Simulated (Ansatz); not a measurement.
Ansatz input file:

```yaml
crystal:
  lattice:
    - [0.0, 3.4732356021, 3.4732356021]
    - [3.4732356021, 0.0, 3.4732356021]
    - [3.4732356021, 3.4732356021, 0.0]
  atoms:
    - { symbol: Rb, position: [0.0, 0.0, 0.0] }
    - { symbol: Br, position: [0.5, 0.5, 0.5] }
basis:
  ecutwfc: 420
kpoints:
  mp_grid: { grid: [6, 6, 6] }
hamiltonian:
  xc: pbe
scf:
  occupations: { method: gaussian, width: 0.02 }
output:
  forces: true
  stress: true
  eigenvalues: true
```

Run as
```bash
ansatz run input.yaml --threads 1 --pin off --max-ram 2560MiB --backend cpu --events-out ev --progress --plain --runs-dir out
```

Level of theory: DFT PBE, scalar-relativistic, plane waves, PAW (Ansatz 0.2.0).

From the run's log, abridged (final results; tables in files aren't shown):

```
SCF 1 converged in 6 iterations: F = -6054.067460 eV  dr2 = 2.50e-8
SCF converged after 6 iterations
Free energy (F): -6054.067460 eV
Harris-Foulkes:  -6054.067460 eV  (|F-HF|=1.97e-8)
Internal energy: -6054.067460 eV  (E = F + TS)
E sigma→0 (E₀):  -6054.067460 eV
Fermi energy:    3.087177 eV
--- Per-component energies (eV) ---
  E_band       = -111.809414
  E_kinetic    = 326.930930
  E_local      = -815.277688  (includes V_loc(G=0)·N_el)
  E_nonlocal   = 243.306985
  E_hartree    = 211.758086
  E_xc         = -396.139401
  E_vxc        = -241.785871  (∫ρ·V_xc dr)
  E_paw        = -4864.561657  (= ΣΔE_a)
  E_vpaw       = -48.497985  (= ΣTr[D̂ρ^β])
  E_aug_tail   = -0.000001  (compensation charges beyond the density's cutoff)
  E_ewald      = -760.084715
  E_smearing   =  0.000000  (= −TS)
--- Forces (eV/Å), atoms counted from 1 ---
  atom   1  Rb     0.00000000     0.00000000     0.00000000
  atom   2  Br     0.00000000     0.00000000     0.00000000
--- Stress (GPa, compression-positive) ---
        0.392152       0.000000       0.000000
        0.000000       0.392152       0.000000
        0.000000       0.000000       0.392152
  P = ⅓ Tr σ = 0.3922 GPa (3.922 kbar)
--- Band table (eV; the first three rows and the last of 16) ---
  k-point 0: bands = ["-23.5469", "-11.1862", "-7.6174", "-7.6174", "-7.6174", "0.9549", "0.9549", "0.9549", "5.2193", "8.2241", "8.2241", "8.2241"]
  k-point 1: bands = ["-23.5451", "-11.1948", "-7.6192", "-7.6192", "-7.6080", "0.6730", "0.8701", "0.8701", "5.8328", "8.0841", "8.5387", "8.5387"]
  k-point 2: bands = ["-23.5413", "-11.2118", "-7.6228", "-7.6228", "-7.5895", "0.2238", "0.7107", "0.7107", "7.0652", "8.1852", "9.4132", "9.4132"]
  k-point 15: bands = ["-23.5372", "-11.1554", "-7.7489", "-7.7022", "-7.6223", "0.5506", "0.5735", "0.7002", "7.2668", "8.6537", "8.8404", "9.7396"]
```

Self-consistency was reached.

Time: 1.1 s on 1 thread of Arm Neoverse V2, on a shared host, peak memory 0.3 GiB.